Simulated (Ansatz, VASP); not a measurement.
Pb: VASP beside Ansatz

```
Pb
1.0
    -1.97966    1.97966    1.97966
     1.97966   -1.97966    1.97966
     1.97966    1.97966   -1.97966
Pb
1
Direct
  0.00000 0.00000 0.00000
```

This isn't the form of Pb at room conditions, which is fcc.

Alike in both runs: task single point; functional PBE; k mesh 9 × 9 × 9; occupations gaussian, width 0.019 eV; no spin polarisation.

```csv
,VASP,Ansatz
version,VASP 6.6.1,Ansatz 0.2.0
potentials or method,"VASP PAW PBE potentials, release 64 (Pb_d)",Ansatz PAW
plane-wave cutoff (eV),520,420
valence electrons in the cell,14,14
```

```csv
,VASP,Ansatz,Ansatz less VASP
gap on the k mesh at the Fermi level (eV),none,none,-
pressure (GPa),0.7,0.7,+0.03
```

A gap of «none» marks a metal or a gap that the smearing closes.

Spin-orbit coupling is left out, which matters for the levels of Pb.
